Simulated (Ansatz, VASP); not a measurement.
# BeTe in two plane-wave programs, part 2 of 2

One calculation is typed for both programs; each brings its own data sets and cutoff. How far apart do they land?

VASP 6.6.1 and Ansatz 0.2.0.

So far: Starting point; Ansatz: G0W0 gap, PBE.

## Step 3: VASP: G0W0 gap, PBE

Level of this step: G0W0 on PBE; plane waves and PAW (Be_GW, Te_GW) (VASP).

The same cell, functional and mesh now go to VASP, with its own data sets and cutoff.

Lines of VASP's logs that name or quote its potential files are left out, and so is its time.

The run reads the wave functions of an earlier VASP run, which isn't shown here.

INCAR

```
SYSTEM = BeTe
PREC = Accurate
ENCUT = 300
ISMEAR = 0
SIGMA = 0.01
LREAL = .FALSE.
GGA = PE
NBANDS = 136
ALGO = EVGW0
NELMGW = 1
ENCUTGW = 120
NOMEGA = 48
PRECFOCK = Fast
NBANDSGW = 16
LWAVE = .FALSE.
LCHARG = .FALSE.
```

POSCAR

```
BeTe
1.0
    0.0000000000      2.8314587876      2.8314587876
    2.8314587876      0.0000000000      2.8314587876
    2.8314587876      2.8314587876      0.0000000000
Be Te
1 1
Direct
    0.0000000000      0.0000000000      0.0000000000
    0.7500000000      0.7500000000      0.7500000000
```

KPOINTS

```
Automatic mesh
0
Gamma
4 4 4
0 0 0
```

Potentials, in the order of the species: Be_GW and Te_GW (PBE family, release 64).

Started as:

```console
mpirun -np 8 vasp_std
```

Numbers of over 12 decimals in the logs are rounded to 6 here.

The program printed:

```text
[banner, memory and clock lines left out]
running    8 mpi-ranks, on    1 nodes
 distrk:  each k-point on    8 cores,    1 groups
 distr:  one band on    1 cores,    8 groups

 POSCAR found type information on POSCAR BeTe
 POSCAR found :  2 types and       2 ions
|                                                                             |
|           W    W    AA    RRRRR   N    N  II  N    N   GGGG   !!!           |
|           W    W   A  A   R    R  NN   N  II  NN   N  G    G  !!!           |
|           W    W  A    A  R    R  N N  N  II  N N  N  G       !!!           |
|           W WW W  AAAAAA  RRRRR   N  N N  II  N  N N  G  GGG   !            |
|           WW  WW  A    A  R   R   N   NN  II  N   NN  G    G                |
|           W    W  A    A  R    R  N    N  II  N    N   GGGG   !!!           |
|                                                                             |
|     For optimal performance we recommend to set                             |
|       NCORE = 2 up to number-of-cores-per-socket                            |
|     NCORE specifies how many cores store one orbital (NPAR=cpu/NCORE).      |
|     This setting can greatly improve the performance of VASP for DFT.       |
|     The default, NCORE=1 might be grossly inefficient on modern             |
|     multi-core architectures or massively parallel machines. Do your        |
|     Unfortunately you need to use the default for GW and RPA                |
|     calculations (for HF NCORE is supported but not extensively tested      |
|     yet).                                                                   |
|                                                                             |

|                                                                             |
|           W    W    AA    RRRRR   N    N  II  N    N   GGGG   !!!           |
|           W    W   A  A   R    R  NN   N  II  NN   N  G    G  !!!           |
|           W    W  A    A  R    R  N N  N  II  N N  N  G       !!!           |
|           W WW W  AAAAAA  RRRRR   N  N N  II  N  N N  G  GGG   !            |
|           WW  WW  A    A  R   R   N   NN  II  N   NN  G    G                |
|           W    W  A    A  R    R  N    N  II  N    N   GGGG   !!!           |
|                                                                             |
|     The default for ENCUTGWSOFT is different in this version of VASP.       |
|     please manually set ENCUTGWSOFT =120 in the INCAR file.                 |
|                                                                             |

 LDA part: xc-table for (Slater+PW92), standard interpolation
 found WAVECAR, reading the header
 POSCAR, INCAR and KPOINTS ok, starting setup
 FFT: planning ... GRIDC
 FFT: planning ... GRID_SOFT
 FFT: planning ... GRID
 reading WAVECAR
 the WAVECAR file was read successfully
 initial charge from wavefunction
 available memory per node:     35.07 GB, setting MAXMEM to     35909

 The Fermi energy was updated, please check that it is located mid-gap
 values below the HOMO (VB) or above the LUMO (CB) will cause erroneous energies
 E-fermi :   5.6840

 calculate exact exchange contribution
 the WAVEDER file was read successfully
energies w=
    0.000    0.000    0.676    0.000    1.349    0.000    2.017    0.000
    2.677    0.000    3.328    0.000    3.968    0.000    4.597    0.000
    5.214    0.000    5.820    0.000    6.415    0.000    7.000    0.000
    7.577    0.000    8.146    0.000    8.711    0.000    9.273    0.000
    9.833    0.000   10.395    0.000   10.961    0.000   11.532    0.000
   12.113    0.000   12.707    0.000   13.315    0.000   13.944    0.000
   14.597    0.000   15.278    0.000   15.995    0.000   16.753    0.000
   17.560    0.000   18.428    0.000   19.365    0.000   20.388    0.000
   21.513    0.000   22.762    0.000   24.165    0.000   25.756    0.000
   27.586    0.000   29.718    0.000   32.242    0.000   35.284    0.000
   39.031    0.000   43.763    0.000   49.932    0.000   58.305    0.000
   70.304    0.000   88.893    0.000  121.441    0.000  192.760    0.000
 responsefunction array rank=     144
 LDA part: xc-table for (Slater+PW92), standard interpolation

 min. memory requirement per mpi rank     79.5 MB, per node    636.3 MB

 allocating   6 responsefunctions rank=   144
 shmem allocating  48 responsefunctions rank=   144
 response function shared by NCSHMEM nodes    1
 Doing            6  frequencies on each core in blocks of           48
NQ=   1    0.0000    0.0000    0.0000,
|.........|.........|.........|.........|.........|.........|.........|.........
 performed        102000 updates of chi_q(r,r)
 total number of BLAS operations         15.38 Gflops
NQ=   2    0.2500    0.0000    0.0000,
|.........|.........|.........|.........|.........|.........|.........|.........
 performed        326000 updates of chi_q(r,r)
 total number of BLAS operations         49.54 Gflops
NQ=   3    0.5000    0.0000    0.0000,
|.........|.........|.........|.........|.........|.........|.........|.........
 performed        515000 updates of chi_q(r,r)
 total number of BLAS operations         78.40 Gflops
NQ=   4    0.2500    0.2500    0.0000,
|.........|.........|.........|.........|.........|.........|.........|.........
 performed        739000 updates of chi_q(r,r)
 total number of BLAS operations        110.14 Gflops
NQ=   5    0.5000    0.2500    0.0000,
|.........|.........|.........|.........|.........|.........|.........|.........
 performed       1059000 updates of chi_q(r,r)
 total number of BLAS operations        154.74 Gflops
NQ=   6   -0.2500    0.2500    0.0000,
|.........|.........|.........|.........|.........|.........|.........|.........
 performed       1344000 updates of chi_q(r,r)
 total number of BLAS operations        198.19 Gflops
NQ=   7    0.5000    0.5000    0.0000,
|.........|.........|.........|.........|.........|.........|.........|.........
 performed       1507000 updates of chi_q(r,r)
 total number of BLAS operations        218.94 Gflops
NQ=   8   -0.2500    0.5000    0.2500,
|.........|.........|.........|.........|.........|.........|.........|.........
 performed       1722000 updates of chi_q(r,r)
 total number of BLAS operations        254.69 Gflops
 resolving degeneracies of screened two electron integrals

 calculate QP shifts <psi_nk| G(iteration)W_0 |psi_nk>: iteration 1
 entering main loop
```

Parts of OUTCAR (step 3):

```text
ion  position               nearest neighbor table
   1  0.000  0.000  0.000-   2 2.45   2 2.45   2 2.45   2 2.45
   2  0.750  0.750  0.750-   1 2.45   1 2.45   1 2.45   1 2.45

  LATTYP: Found a face centered cubic cell.
 ALAT       =     5.6629175752

 Subroutine GETGRP returns: Found 24 space group operations
 (whereof 24 operations were pure point group operations)

The static configuration has the point symmetry T_d .

 Found      8 irreducible k-points:

   k-points           NKPTS =      8   k-points in BZ     NKDIM =     64   number of bands    NBANDS=    136

   dimension x,y,z NGX =    24 NGY =   24 NGZ =   24
   dimension x,y,z NGXF=    48 NGYF=   48 NGZF=   48

   ENCUT  =  300.0 eV  22.05 Ry    4.70 a.u.   5.66  5.66  5.66*2*pi/ulx,y,z

   NELECT =       8.0000    total number of electrons

  energy-cutoff  :      300.00
  volume of cell :       45.40
      direct lattice vectors                 reciprocal lattice vectors
     0.000000000  2.831458788  2.831458788    -0.176587419  0.176587419  0.176587419
     2.831458788  0.000000000  2.831458788     0.176587419 -0.176587419  0.176587419
     2.831458788  2.831458788  0.000000000     0.176587419  0.176587419 -0.176587419

 k-points in reciprocal lattice and weights: Automatic mesh
   0.00000000  0.00000000  0.00000000       0.016
   0.25000000  0.00000000  0.00000000       0.125
   0.50000000  0.00000000  0.00000000       0.062
   0.25000000  0.25000000  0.00000000       0.094
   0.50000000  0.25000000  0.00000000       0.375
  -0.25000000  0.25000000  0.00000000       0.188
   0.50000000  0.50000000  0.00000000       0.047
  -0.25000000  0.50000000  0.25000000       0.094

 E-fermi :   5.6840

 QP shifts <psi_nk| G(iteration)W_0 |psi_nk>: iteration 1
 for sc-GW calculations column KS-energies equals QP-energies in previous step
 and V_xc(KS)=  KS-energies - (<T + V_ion + V_H > + <T+V_H+V_ion>^1  + <V_x>^1)
 k-point   1 :       0.0000    0.0000    0.0000
  band No.  KS-energies  QP-energies   sigma(KS)   V_xc(KS)     V^pw_x(r,r')   Z            occupation Imag(sigma)
      1      -7.5088      -8.3181     -11.9052     -10.7659     -17.5848       0.7104       2.0000       1.1682
      2       4.6822       3.9909     -11.9405     -11.0570     -12.9549       0.7825       2.0000       0.0601
      3       4.6822       3.9909     -11.9405     -11.0570     -12.9549       0.7825       2.0000       0.0601
      4       4.6822       3.9909     -11.9405     -11.0570     -12.9549       0.7825       2.0000       0.0601
      5       8.2985       8.6128      -8.8852      -9.2939      -4.7337       0.7692       0.0000      -0.0874
      6       8.2985       8.6128      -8.8852      -9.2939      -4.7337       0.7692       0.0000      -0.0874
      7       8.2985       8.6128      -8.8852      -9.2939      -4.7337       0.7692       0.0000      -0.0874
      8       8.3790       8.8519      -8.9909      -9.6032      -4.6749       0.7724       0.0000      -0.0988
    ...

 k-point   2 :       0.2500    0.0000    0.0000
  band No.  KS-energies  QP-energies   sigma(KS)   V_xc(KS)     V^pw_x(r,r')   Z            occupation Imag(sigma)
      1      -6.9671      -7.7008     -11.9545     -10.9285     -17.4753       0.7151       2.0000       1.0863
      2       1.4132       0.6027     -11.1670     -10.0868     -13.1330       0.7503       2.0000       0.1026
      3       4.0238       3.3145     -11.7144     -10.8027     -12.8650       0.7781       2.0000       0.0620
      4       4.0238       3.3145     -11.7144     -10.8027     -12.8650       0.7781       2.0000       0.0620
      5       7.9527       8.2633      -8.8958      -9.2982      -4.7675       0.7720       0.0000      -0.0883
      6       9.1630       9.4793      -8.9790      -9.3936      -4.6178       0.7630       0.0000      -0.0989
      7       9.1630       9.4793      -8.9790      -9.3936      -4.6178       0.7630       0.0000      -0.0989
      8      11.6289      11.9750      -9.1958      -9.6608      -4.1371       0.7443       0.0000      -0.1697
    ...

 k-point   3 :       0.5000    0.0000    0.0000
  band No.  KS-energies  QP-energies   sigma(KS)   V_xc(KS)     V^pw_x(r,r')   Z            occupation Imag(sigma)
      1      -6.2022      -6.8563     -12.1807     -11.2769     -17.3965       0.7237       2.0000       0.9508
      2      -0.7631      -1.6575     -10.7874      -9.5401     -13.7719       0.7171       2.0000       0.2039
      3       3.5742       2.8365     -11.6732     -10.7211     -12.9938       0.7748       2.0000       0.0672
      4       3.5742       2.8365     -11.6732     -10.7211     -12.9938       0.7748       2.0000       0.0672
      5       7.7074       7.9906      -8.9419      -9.3073      -4.8752       0.7748       0.0000      -0.0870
      6       9.2799       9.5488      -8.6831      -9.0333      -4.3379       0.7681       0.0000      -0.1006
      7       9.2799       9.5488      -8.6831      -9.0333      -4.3379       0.7681       0.0000      -0.1006
      8      12.5059      12.5506      -7.5006      -7.5602      -2.2744       0.7495       0.0000      -0.2035
    ...

 k-point   4 :       0.2500    0.2500    0.0000
  band No.  KS-energies  QP-energies   sigma(KS)   V_xc(KS)     V^pw_x(r,r')   Z            occupation Imag(sigma)
      1      -6.7824      -7.5002     -11.9770     -10.9828     -17.4343       0.7221       2.0000       1.0563
      2       1.8134       1.0255     -11.4436     -10.4009     -13.2691       0.7556       2.0000       0.0929
      3       3.0396       2.2873     -11.4055     -10.4253     -12.8297       0.7674       2.0000       0.0710
      4       3.0396       2.2873     -11.4055     -10.4253     -12.8297       0.7674       2.0000       0.0710
      5       7.3001       7.4769      -8.4822      -8.7093      -4.5788       0.7781       0.0000      -0.0801
      6       9.0668       9.2683      -8.4081      -8.6686      -4.0870       0.7736       0.0000      -0.1022
      7      11.0924      11.4611      -9.4060      -9.8991      -4.5074       0.7479       0.0000      -0.1465
      8      11.0924      11.4611      -9.4060      -9.8991      -4.5074       0.7479       0.0000      -0.1465
    ...

[... 4 further parts left out ...]
```

## Step 4: Comparison

Known differences besides the potentials themselves: the two programs' PAW sets differ in cores and partial waves; the data sets hold 18 valence electrons in Ansatz (default PAW (the set named soft_2) files) and 8 in VASP; the cutoff is 420 eV in Ansatz and 300 eV in VASP; VASP leaves aspherical gradient terms in its spheres out (LASPH is not set), Ansatz keeps them; Ansatz integrates over frequency by contour deformation, VASP on a grid of NOMEGA points. Total energies have different zeros and are not compared.

Both answers:

| quantity | Ansatz | VASP | difference |
| --- | --- | --- | --- |
| G0W0 gap on the mesh (eV) | 2.80 | 2.78 | +0.02 |
| PBE gap under it (eV) | 2.02 | 2.00 | +0.01 |

## Step 5: Outcome

```yaml
difference_in_g0w0_gap_on_the_mesh_g0w0_gap_pbe: 0.019 eV
```

The difference in G0W0 gap on the mesh is 0.019 eV (G0W0 gap, PBE), within the 0.15 eV picked in this series as the mark of a large difference. How closely two codes agree says nothing of how well the functional describes the real material.

[Lines on the potential files, build, host, timing and source positions are cut from VASP's logs without a mark.]

[Logs are printed without paths, hosts, clocks, repeated set-up lines and the standing remarks that a program may print on its own settings, such as how far it seeks lower states.]

[Hosts, paths, dates, database ids (printed as entryN), source tags and the programs' standing remarks are cut or masked in the printed files.]
